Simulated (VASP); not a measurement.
Data:

```xyz
16
Lattice="-4.5266 4.5266 4.5266 4.5266 -4.5266 4.5266 4.5266 4.5266 -4.5266" Properties=species:S:1:pos:R:3 pbc="T T T"
Co     2.2633     2.2633    -2.2633
Co     2.2633     2.2633     2.2633
Co     2.2633    -2.2633     2.2633
Co    -2.2633     2.2633     2.2633
Sb    -1.5042     4.5266     3.0895
Sb     6.0308     0.0000     1.4371
Sb     1.5042     4.5266     3.0895
Sb     3.0224     0.0000     1.4371
Sb     3.0895    -1.5042     4.5266
Sb     1.4371     6.0308     0.0000
Sb     3.0895     1.5042     4.5266
Sb     1.4371     3.0224     0.0000
Sb     4.5266     3.0895    -1.5042
Sb     0.0000     1.4371     6.0308
Sb     4.5266     3.0895     1.5042
Sb     0.0000     1.4371     3.0224
```

Level of theory: PBE GGA, VASP's PBE PAW potentials (set 64) (plane waves; VASP 6.6.1). Numerical set-up: LREAL = Auto, 300 eV cut-off, 4×4×4 Γ-centred mesh, Fermi-Dirac smearing of 0.10 eV, potentials Co Sb.

At this cut-off the stress carries a Pulay error, which pulls relaxed volumes low. Unless said otherwise, spin-orbit coupling is left out, though it shifts the bands of the heavy elements here.

### Question
What does the run give for the energy per atom (σ→0), pressure, largest force, band gap (on the k-mesh) with the smallest direct gap where there is one?

### Answer

```yaml
band gap (on the k-mesh): none (metal, semimetal or under 0.01 eV)
energy per atom (σ→0): -5.049 eV/atom
pressure: 1.76 GPa
largest_force: 0.110 eV/Å
```

Total energies compare only between runs with the same potentials, cut-off and functional.

The structure comes from a computed database's CoSb3 entry; how it stands against other phases isn't given here. The cell was not relaxed at this level. The run is not spin-polarised, so no magnetic state was tried.
